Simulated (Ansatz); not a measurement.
**Platinum, diamond under r²SCAN: from relaxation to bulk modulus, part 1 of 2**

The plan for platinum in the diamond structure: relax it, solve it on a dense k-mesh, switch on spin-orbit coupling, then scale the cell to 7 volumes from 88 to 112 % of the relaxed one and try a fit of the equation of state. The k-meshes are 10×10×10 for the relaxation; 16×16×16 for the dense run; 10×10×10 for spin-orbit coupling; 11×11×11 for the volumes.

This is Pt in the diamond structure; at room conditions it is fcc.

Computed with Ansatz 0.2.0 (DFT r2SCAN, plane waves (500 eV) with PAW, scalar-relativistic; PAW files made under PBE, frozen cores solved again for the functional, unless a step says otherwise).

**1. Starting point**

Symmetry: Fd-3m, No. 227, cubic system. Conventional cell: a = 5.463 Å, b = 5.463 Å, c = 5.463 Å, α = 90.00°, β = 90.00°, γ = 90.00°. Around Pt (site symmetry -43m) lie 4 Pt at 2.37 Å.

As a file:

```xyz
2
Lattice="0.0000 2.7314 2.7314 2.7314 0.0000 2.7314 2.7314 2.7314 0.0000" Properties=species:S:1:pos:R:3 pbc="T T T"
Pt    0.6829    0.6829    0.6829
Pt    4.7800    4.7800    4.7800
```

**2. Relaxation of the cell**

input.yaml reads:

```yaml
crystal:
  lattice:
    - [0.0, 2.731412573, 2.731412573]
    - [2.731412573, 0.0, 2.731412573]
    - [2.731412573, 2.731412573, 0.0]
  atoms:
    - { symbol: Pt, position: [0.125, 0.125, 0.125] }
    - { symbol: Pt, position: [0.875, 0.875, 0.875] }
hamiltonian:
  xc: r2scan
  pseudopotentials:
    kind: paw
    azcp:
      Pt: "pseudopotentials/Pt.paw.azcp"
basis:
  ecutwfc: 500
  fft_grid_basis: typed
kpoints:
  mp_grid: { grid: [10, 10, 10], shift: [0, 0, 0] }
magnetization:
  spin_polarized: false
scf:
  occupations: { method: fermi_dirac, width: 0.1 }
relax:
  max_steps: 60
  f_tol: 0.01
  cell: {}
```

Started as:

```
$ ansatz run input.yaml --threads 1 --pin off --max-ram 3584MiB --backend cpu --events-out ev --progress --plain --runs-dir out
```

The program printed (excerpt; [...] marks lines left out):

```text
[...]
Pseudopotentials: kind: paw
Pseudopotential: Pt, paw, valence charge 18, recommended cutoff 500 eV (meta_gga), <dir>
Functional definition: r2SCAN
[...]
Crystal: 2 atoms, lattice volume = 40.756 Å³
Basis set: ecut = 500 eV, 1037 PW (Γ), exchange–correlation on 120×120×120 points (64 copies of the dense FFT grid, shifted against one another)
Bands: 22, of which v1, the nominal top of the filled ones, is band 18 counted from 1 (17 counted from 0)
Symmetry: 48 space group operations
Space group: Fd-3m (ITA 227), of the structure as read, at distance tolerance 3.4e-5 Å
k-points: 47 of 1000
[...]
SCF iter   1: F=—  HF=-25070.960411 eV  |F-HF|=—  |Δ(HF+E_count)|=         —  Δρ=1.06e-2  dr2=3.97e-2  dr2_τ=4.50e-2  ethr=1.77e-3  ⟨swp⟩=5.3  Hψ=4501  notcnv=0
[...]
relax step   1: F+E_penalty+E_count = -25070.95973951 eV  Δ(F+E_penalty+E_count) = +0.000e0 eV  max|allowed force component| = 4.626e-17 eV/Å  Δτ_max = 0.0000 Å  P = +26.343 GPa  Ω = 40.756 Å³  (6 SCF iters, dr2 threshold 1.00e-7 eV, accepted)
[...]
relax step   4: F+E_penalty+E_count = -25071.39470131 eV  Δ(F+E_penalty+E_count) = -2.121e-5 eV  max|allowed force component| = 7.864e-17 eV/Å  Δτ_max = 0.0000 Å  P = +0.001 GPa  Ω = 46.897 Å³  energy of the carried Pulay correction = -2.100e-3 eV  (4 SCF iters, dr2 threshold 2.26e-8 eV, accepted)
[...]
relax step   5: F+E_penalty+E_count = -25071.39733582 eV  Δ(F+E_penalty+E_count) = -2.635e-3 eV  max|allowed force component| = 7.401e-17 eV/Å  Δτ_max = 0.0000 Å  P = +0.023 GPa  Ω = 46.897 Å³  stress off target by 2.31e-2 GPa  SCF on the basis re-selected at this cell (its energy is not [...]
SCF converged after 6 iterations
Free energy (F): -25071.397336 eV
[...]
E sigma→0 (E₀):  -25071.323238 eV
Entropy (-TS):   -0.148195 eV (-74.097 meV/atom)
Fermi energy:    12.958660 eV
[...]
--- Forces (eV/Å), atoms counted from 1 ---
  atom   1  Pt     0.00000000     0.00000000    -0.00000000
  atom   2  Pt    -0.00000000    -0.00000000     0.00000000
[...]
--- Stress (GPa, compression-positive) ---
        0.023054      -0.000000      -0.000000
       -0.000000       0.023054       0.000000
       -0.000000       0.000000       0.023054
  P = ⅓ Tr σ = 0.0231 GPa (0.231 kbar)
--- Relaxed structure (4 steps of the walk, 4 accepted, 1 SCFs on fresh bases) ---
  F+E_penalty+E_count = -25071.39733582 eV   max|allowed force component| = 7.401e-17 eV/Å   (the final SCF, on the basis selected at the relaxed cell)
  cell:  # Å, volume = 46.8968 Å³
    - [-4.6375844714471064e-33, 2.862229252548636, 2.862229252548636]
    - [2.862229252548636, -2.6503898393538688e-33, 2.862229252548636]
    - [2.862229252548636, 2.862229252548636, 4.432973668619164e-33]
  atoms:
    - { symbol: Pt, position: [0.125, 0.125, 0.125] }
    - { symbol: Pt, position: [0.8749999999999999, 0.8749999999999999, 0.8749999999999999] }
```

Wall time 34 s (1 thread of Intel Xeon Platinum 8259CL at 2.50GHz (Skylake/Cascade Lake), shared host); peak memory 0.66 GiB.

Step by step:

```csv
step,energy change (meV/atom),largest force (eV/Å),pressure (GPa),volume (Å³/atom)
1,0.00,0.0000,26.34,20.378
2,-217.38,0.0000,-0.37,23.515
3,-217.47,0.0000,-0.10,23.466
4,-217.48,0.0000,0.00,23.448
5,-218.80,0.0000,0.02,23.448
```

Steps that repeat a cell are solved on a basis chosen anew, so their changes of energy are no gain of the relaxation.

The cell of the run, before and after:

|  | before | after | change |
| --- | --- | --- | --- |
| a (Å) | 3.863 | 4.048 | +4.8 % |
| b (Å) | 3.863 | 4.048 | +4.8 % |
| c (Å) | 3.863 | 4.048 | +4.8 % |
| volume (Å³/atom) | 20.378 | 23.448 | +15.1 % |
| shortest distance (Å) | 2.365 | 2.479 | +4.8 % |
| space group (spins left aside) | Fd-3m | Fd-3m | same |

**3. The energy on a finer k-mesh**

input.yaml reads:

```yaml
crystal:
  lattice:
    - [0.0, 2.8622292525, 2.8622292525]
    - [2.8622292525, 0.0, 2.8622292525]
    - [2.8622292525, 2.8622292525, 0.0]
  atoms:
    - { symbol: Pt, position: [0.125, 0.125, 0.125] }
    - { symbol: Pt, position: [0.875, 0.875, 0.875] }
hamiltonian:
  xc: r2scan
  pseudopotentials:
    kind: paw
    azcp:
      Pt: "pseudopotentials/Pt.paw.azcp"
basis:
  ecutwfc: 500
  fft_grid_basis: typed
kpoints:
  mp_grid: { grid: [16, 16, 16], shift: [0, 0, 0] }
magnetization:
  spin_polarized: false
scf:
  occupations: { method: fermi_dirac, width: 0.1 }
```

Started as:

```
$ ansatz run input.yaml --threads 1 --pin off --max-ram 3584MiB --backend cpu --events-out ev --progress --plain --runs-dir out
```

The program printed (excerpt; [...] marks lines left out):

```text
[...]
[... 3 set-up lines as earlier in the session ...]
[...]
Crystal: 2 atoms, lattice volume = 46.897 Å³
Basis set: ecut = 500 eV, 1243 PW (Γ), exchange–correlation on 120×120×120 points (64 copies of the dense FFT grid, shifted against one another)
Bands: 22, of which v1, the nominal top of the filled ones, is band 18 counted from 1 (17 counted from 0)
[... 1 set-up line as earlier in the session ...]
Space group: Fd-3m (ITA 227), of the structure as read, at distance tolerance 3.6e-5 Å
k-points: 145 of 4096
[...]
SCF iter   1: F=—  HF=-25071.398528 eV  |F-HF|=—  |Δ(HF+E_count)|=         —  Δρ=1.03e-2  dr2=4.95e-2  dr2_τ=2.53e-2  ethr=1.77e-3  ⟨swp⟩=5.6  Hψ=13682  notcnv=0
[...]
SCF iter   6: F=-25071.395966 eV  HF=-25071.395966 eV  |F-HF|=1.20e-9  |Δ(HF+E_count)|=   1.07e-8  Δρ=1.54e-6  dr2=8.04e-10  dr2_τ=6.58e-11  ethr=2.78e-10  ⟨swp⟩=2.7  Hψ=6733  notcnv=0
[...]
SCF converged after 6 iterations
Free energy (F): -25071.395966 eV
[...]
E sigma→0 (E₀):  -25071.321454 eV
Entropy (-TS):   -0.149023 eV (-74.511 meV/atom)
Fermi energy:    12.960686 eV
[...]
```

It took 16 s on 1 thread of Intel Xeon Platinum 8259CL at 2.50GHz (Skylake/Cascade Lake), shared host; peak memory 0.66 GiB.

**4. A two-component run at the same geometry**

Edit input.yaml of step 3 so:

```diff
@@ -11,3 +11,3 @@
   pseudopotentials:
-    kind: paw
+    kind: paw_fr
     azcp:
@@ -18,5 +18,6 @@
 kpoints:
-  mp_grid: { grid: [16, 16, 16], shift: [0, 0, 0] }
+  mp_grid: { grid: [10, 10, 10], shift: [0, 0, 0] }
 magnetization:
-  spin_polarized: false
+  noncollinear: true
+  spin_orbit: true
 scf:
```

Started as:

```
$ ansatz run input.yaml --threads 1 --pin off --max-ram 3584MiB --backend cpu --events-out ev --progress --plain --runs-dir out
```

The program printed (excerpt; [...] marks lines left out):

```text
[...]
Pseudopotentials: kind: paw_fr
Pseudopotential: Pt, paw_fr, valence charge 18, recommended cutoff 500 eV (meta_gga), <dir>
[... 1 set-up line as earlier in the session ...]
[...]
non-collinear run that drives no moment, with spin-orbit: no starting moment large enough to seed its density (crystal.atoms[].spin), no starting occupations that ask for one, no magnetisation constraint and no magnetic field, so the semilocal B_xc is pinned to zero
Crystal: 2 atoms, lattice volume = 46.897 Å³
Basis set: ecut = 500 eV, 1243 PW (Γ), exchange–correlation on 120×120×120 points (64 copies of the dense FFT grid, shifted against one another)
Bands: 44, of which v1, the nominal top of the filled ones, is band 36 counted from 1 (35 counted from 0)
Symmetry: 48 space group operations + 48 with time reversal
Magnetic group: BNS 227.129 (UNI 1631), of the structure as read, at distance tolerance 3.6e-5 Å
[...]
spin=Noncollinear: Kerker preconditioning applied to the charge; magnetization (m_x, m_y, m_z) channels mix plain (no charge-response kernel on spin).
[...]
SCF iter   8: F=-25021.652159 eV  HF=-25021.652159 eV  |F-HF|=3.46e-9  |Δ(HF+E_count)|=   1.95e-8  Δρ=8.18e-6  dr2=4.32e-8  dr2_τ=7.83e-10  dr2_m=0.00e0 (ungated)  ethr=2.78e-10  |M|=0.00e0 ∫|m|=0.00e0 μB  |m|>n=0.0e0 m-floor=0.0e0 τ_xc=0.0e0  ⟨swp⟩=3.0  Hψ=2539  notcnv=0
[...]
SCF converged after 8 iterations
Magnetization: |M| = 0.0000 μB,  M = (+0.0000, +0.0000, +0.0000) μB
Absolute magnetization: 0.0000 μB (∫|m|)
  site 0: m = (+0.0000, +0.0000, +0.0000) μB, |m| = 0.0000 μB  (R = 1.02 Å)
  site 1: m = (+0.0000, +0.0000, +0.0000) μB, |m| = 0.0000 μB  (R = 1.02 Å)
Free energy (F): -25021.652159 eV
[...]
E sigma→0 (E₀):  -25021.588595 eV
Entropy (-TS):   -0.127130 eV (-63.565 meV/atom)
Fermi energy:    13.014701 eV
[...]
```

It took 38 s on 1 thread of Intel Xeon Platinum 8259CL at 2.50GHz (Skylake/Cascade Lake), shared host; peak memory 0.7 GiB.

Side by side:

```csv
,scalar-relativistic,with spin-orbit coupling
k-mesh,16×16×16,10×10×10
gap on the mesh,none (levels filled in part),none (levels filled in part)
```

The meshes differ, so small differences between the columns need not come from spin-orbit coupling.

**5. Volume × 0.88**

input.yaml reads:

```yaml
crystal:
  lattice:
    - [0.0, 2.7428284152, 2.7428284152]
    - [2.7428284152, 0.0, 2.7428284152]
    - [2.7428284152, 2.7428284152, 0.0]
  atoms:
    - { symbol: Pt, position: [0.125, 0.125, 0.125] }
    - { symbol: Pt, position: [0.875, 0.875, 0.875] }
hamiltonian:
  xc: r2scan
  pseudopotentials:
    kind: paw
    azcp:
      Pt: "pseudopotentials/Pt.paw.azcp"
basis:
  ecutwfc: 500
  fft_grid_basis: typed
kpoints:
  mp_grid: { grid: [11, 11, 11], shift: [0, 0, 0] }
magnetization:
  spin_polarized: false
scf:
  occupations: { method: fermi_dirac, width: 0.1 }
  lower_state_search: "off"
output:
  stress: true
```

Started as:

```
$ ansatz run input.yaml --threads 1 --pin off --max-ram 3584MiB --backend cpu --events-out ev --progress --plain --runs-dir out
```

The program printed (excerpt; [...] marks lines left out):

```text
[...]
[... 3 set-up lines as earlier in the session ...]
[...]
Crystal: 2 atoms, lattice volume = 41.269 Å³
Basis set: ecut = 500 eV, 1067 PW (Γ), exchange–correlation on 120×120×120 points (64 copies of the dense FFT grid, shifted against one another)
Bands: 22, of which v1, the nominal top of the filled ones, is band 18 counted from 1 (17 counted from 0)
[... 1 set-up line as earlier in the session ...]
Space group: Fd-3m (ITA 227), of the structure as read, at distance tolerance 3.5e-5 Å
k-points: 56 of 1331
[...]
SCF iter   1: F=-25071.020013 eV  HF=-25071.038636 eV  |F-HF|=1.86e-2  |Δ(HF+E_count)|=         —  Δρ=1.01e-2  dr2=3.64e-2  dr2_τ=4.20e-2  ethr=1.77e-3  ⟨swp⟩=5.3  Hψ=5561  notcnv=0
[...]
SCF iter   6: F=-25071.038721 eV  HF=-25071.038721 eV  |F-HF|=7.20e-10  |Δ(HF+E_count)|=   2.59e-8  Δρ=1.79e-6  dr2=1.02e-9  dr2_τ=7.21e-11  ethr=8.97e-11  ⟨swp⟩=2.0  Hψ=4403  notcnv=0
[...]
SCF converged after 6 iterations
Free energy (F): -25071.038721 eV
[...]
E sigma→0 (E₀):  -25070.976739 eV
Entropy (-TS):   -0.123964 eV (-61.982 meV/atom)
Fermi energy:    15.765484 eV
[...]
--- Stress (GPa, compression-positive) ---
       23.149722      -0.000000       0.000000
       -0.000000      23.149722       0.000000
        0.000000      -0.000000      23.149722
  P = ⅓ Tr σ = 23.1497 GPa (231.497 kbar)
```

Wall time 8.5 s (1 thread of Intel Xeon Platinum 8259CL at 2.50GHz (Skylake/Cascade Lake), shared host); peak memory 0.64 GiB.

**6. Volume × 0.92**

Edit input.yaml of step 5 so:

```diff
@@ -2,5 +2,5 @@
   lattice:
-    - [0.0, 2.7428284152, 2.7428284152]
-    - [2.7428284152, 0.0, 2.7428284152]
-    - [2.7428284152, 2.7428284152, 0.0]
+    - [0.0, 2.7837721891, 2.7837721891]
+    - [2.7837721891, 0.0, 2.7837721891]
+    - [2.7837721891, 2.7837721891, 0.0]
   atoms:
```

Started as:

```
$ ansatz run input.yaml --threads 1 --pin off --max-ram 3584MiB --backend cpu --events-out ev --progress --plain --runs-dir out
```

The program printed (excerpt; [...] marks lines left out):

```text
[...]
[... 3 set-up lines as earlier in the session ...]
[...]
Crystal: 2 atoms, lattice volume = 43.145 Å³
Basis set: ecut = 500 eV, 1067 PW (Γ), exchange–correlation on 120×120×120 points (64 copies of the dense FFT grid, shifted against one another)
Bands: 22, of which v1, the nominal top of the filled ones, is band 18 counted from 1 (17 counted from 0)
[... 2 set-up lines as earlier in the session ...]
k-points: 56 of 1331
[...]
SCF iter   1: F=-25071.230260 eV  HF=-25071.251004 eV  |F-HF|=2.07e-2  |Δ(HF+E_count)|=         —  Δρ=9.89e-3  dr2=3.82e-2  dr2_τ=3.45e-2  ethr=1.77e-3  ⟨swp⟩=5.5  Hψ=5546  notcnv=0
[...]
SCF iter   6: F=-25071.250537 eV  HF=-25071.250537 eV  |F-HF|=7.24e-10  |Δ(HF+E_count)|=   2.07e-8  Δρ=1.59e-6  dr2=9.03e-10  dr2_τ=7.43e-11  ethr=1.36e-10  ⟨swp⟩=2.0  Hψ=4321  notcnv=0
[...]
SCF converged after 6 iterations
Free energy (F): -25071.250537 eV
[...]
E sigma→0 (E₀):  -25071.184047 eV
Entropy (-TS):   -0.132980 eV (-66.490 meV/atom)
Fermi energy:    14.743410 eV
[...]
--- Stress (GPa, compression-positive) ---
       13.439673       0.000000       0.000000
        0.000000      13.439673      -0.000000
        0.000000       0.000000      13.439673
  P = ⅓ Tr σ = 13.4397 GPa (134.397 kbar)
```

Wall time 8.4 s (1 thread of Intel Xeon Platinum 8259CL at 2.50GHz (Skylake/Cascade Lake), shared host); peak memory 0.64 GiB.

**7. Volume × 0.96**

Edit input.yaml of step 6 so:

```diff
@@ -2,5 +2,5 @@
   lattice:
-    - [0.0, 2.7837721891, 2.7837721891]
-    - [2.7837721891, 0.0, 2.7837721891]
-    - [2.7837721891, 2.7837721891, 0.0]
+    - [0.0, 2.8235457369, 2.8235457369]
+    - [2.8235457369, 0.0, 2.8235457369]
+    - [2.8235457369, 2.8235457369, 0.0]
   atoms:
```

Started as:

```
$ ansatz run input.yaml --threads 1 --pin off --max-ram 3584MiB --backend cpu --events-out ev --progress --plain --runs-dir out
```

The program printed (excerpt; [...] marks lines left out):

```text
[...]
[... 3 set-up lines as earlier in the session ...]
[...]
Crystal: 2 atoms, lattice volume = 45.021 Å³
Basis set: ecut = 500 eV, 1139 PW (Γ), exchange–correlation on 120×120×120 points (64 copies of the dense FFT grid, shifted against one another)
Bands: 22, of which v1, the nominal top of the filled ones, is band 18 counted from 1 (17 counted from 0)
[... 2 set-up lines as earlier in the session ...]
k-points: 56 of 1331
[...]
SCF iter   1: F=-25071.338369 eV  HF=-25071.363021 eV  |F-HF|=2.47e-2  |Δ(HF+E_count)|=         —  Δρ=9.99e-3  dr2=4.28e-2  dr2_τ=2.92e-2  ethr=1.77e-3  ⟨swp⟩=5.5  Hψ=5503  notcnv=0
[...]
SCF iter   6: F=-25071.361865 eV  HF=-25071.361865 eV  |F-HF|=1.03e-9  |Δ(HF+E_count)|=   1.44e-8  Δρ=1.62e-6  dr2=8.98e-10  dr2_τ=6.98e-11  ethr=2.78e-10  ⟨swp⟩=4.0  Hψ=4132  notcnv=0
[...]
SCF converged after 6 iterations
Free energy (F): -25071.361865 eV
[...]
E sigma→0 (E₀):  -25071.291135 eV
Entropy (-TS):   -0.141460 eV (-70.730 meV/atom)
Fermi energy:    13.811980 eV
[...]
--- Stress (GPa, compression-positive) ---
        5.896551       0.000000       0.000000
        0.000000       5.896551       0.000000
       -0.000000      -0.000000       5.896551
  P = ⅓ Tr σ = 5.8966 GPa (58.966 kbar)
```

It took 8.8 s on 1 thread of Intel Xeon Platinum 8259CL at 2.50GHz (Skylake/Cascade Lake), shared host; peak memory 0.64 GiB.

**8. Volume × 1.0**

Edit input.yaml of step 7 so:

```diff
@@ -2,5 +2,5 @@
   lattice:
-    - [0.0, 2.8235457369, 2.8235457369]
-    - [2.8235457369, 0.0, 2.8235457369]
-    - [2.8235457369, 2.8235457369, 0.0]
+    - [0.0, 2.8622292525, 2.8622292525]
+    - [2.8622292525, 0.0, 2.8622292525]
+    - [2.8622292525, 2.8622292525, 0.0]
   atoms:
@@ -26 +26,5 @@
   stress: true
+  write_density: true
+  write_potential: true
+  elf: true
+  volumetric_format: npy
```

Started as:

```
$ ansatz run input.yaml --threads 1 --pin off --max-ram 3584MiB --backend cpu --events-out ev --progress --plain --runs-dir out
```

The program printed (excerpt; [...] marks lines left out):

```text
[...]
[... 3 set-up lines as earlier in the session ...]
[...]
Crystal: 2 atoms, lattice volume = 46.897 Å³
Basis set: ecut = 500 eV, 1243 PW (Γ), exchange–correlation on 120×120×120 points (64 copies of the dense FFT grid, shifted against one another)
Bands: 22, of which v1, the nominal top of the filled ones, is band 18 counted from 1 (17 counted from 0)
[... 2 set-up lines as earlier in the session ...]
k-points: 56 of 1331
[...]
SCF iter   1: F=-25071.367459 eV  HF=-25071.397687 eV  |F-HF|=3.02e-2  |Δ(HF+E_count)|=         —  Δρ=1.03e-2  dr2=4.98e-2  dr2_τ=2.53e-2  ethr=1.77e-3  ⟨swp⟩=5.4  Hψ=5493  notcnv=0
[...]
SCF iter   6: F=-25071.395186 eV  HF=-25071.395186 eV  |F-HF|=1.07e-9  |Δ(HF+E_count)|=   6.59e-9  Δρ=1.68e-6  dr2=1.04e-9  dr2_τ=7.74e-11  ethr=2.78e-10  ⟨swp⟩=9.0  Hψ=8274  notcnv=0
[...]
SCF converged after 6 iterations
Free energy (F): -25071.395186 eV
[...]
E sigma→0 (E₀):  -25071.320486 eV
Entropy (-TS):   -0.149401 eV (-74.700 meV/atom)
Fermi energy:    12.959887 eV
[...]
--- Stress (GPa, compression-positive) ---
        0.040139      -0.000000       0.000000
       -0.000000       0.040139       0.000000
       -0.000000      -0.000000       0.040139
  P = ⅓ Tr σ = 0.0401 GPa (0.401 kbar)
--- Band table (eV; the first three rows and the last of 56) ---
  k-point 0: bands = ["-87.6320", "-87.5143", "-41.4164", "-41.4164", "-41.4164", "-40.9698", "-40.9698", "-40.9698", "5.6033", "8.1231", "8.1231", "8.3298", "8.3298", "8.3298", "10.9941", "10.9941", "10.9941", "12.8283", "12.8283", "24.0645", "24.0727", "25.2358"]
[...]
```

Wall time 13 s (1 thread of Intel Xeon Platinum 8259CL at 2.50GHz (Skylake/Cascade Lake), shared host); peak memory 0.64 GiB.

The maps below are laid out on this run's own conventional cell (a, b, c = 5.724, 5.724, 5.724 Å).

Density in a lattice plane of the grid's cell (edges 5.72 and 5.72 Å, at 0.125 of the third edge), which holds Pt.

Ten even steps from '0' (0.02 e/Å³) to '9' (11.31 e/Å³):
```
000000000000000000000000
000000000000000000000000
000000000000000000000000
000000000000000000000000
000000000000012221000000
000000000000136763100000
000000000000258985200000
000000000000268996200000
000000000000136763100000
000000000000012221000000
000000000000000000000000
000000000000000000000000
000000000000000000000000
000000000000000000000000
012221000000000000000000
136763100000000000000000
258985200000000000000000
268996200000000000000000
136763100000000000000000
012221000000000000000000
```
Columns run along the first of these edges and rows up along the second, over one cell in 24 and 20 even steps from the bottom left corner. Atoms in the plane (fractional): Pt at (0.12, 0.12), Pt at (0.62, 0.62).

ELF in the same plane.

Ten even steps from '0' (0.03) to '9' (0.68):
```
344544333322211111222333
333333333333222222223333
222222233333333333333332
211111222333344444333322
100000112333467876443321
000000012334689998643321
000000012335799999753321
000000012335899999753321
000000012334689998643321
100000112333467876433321
211111222333344544333322
222222223333333333333333
333333333332222222233333
344444333322211111222333
467876443321100000112333
689998643321000000012334
799999753321000000012335
899999753321000000012335
689998643321000000012334
467876433321100000112333
```
Columns run along the first of these edges and rows up along the second, over one cell in 24 and 20 even steps from the bottom left corner. Atoms in the plane (fractional): Pt at (0.12, 0.12), Pt at (0.62, 0.62).

Both are smooth fields of the valence electrons: close to the nuclei they are not physical.

(Continued in part 2 of 2.)
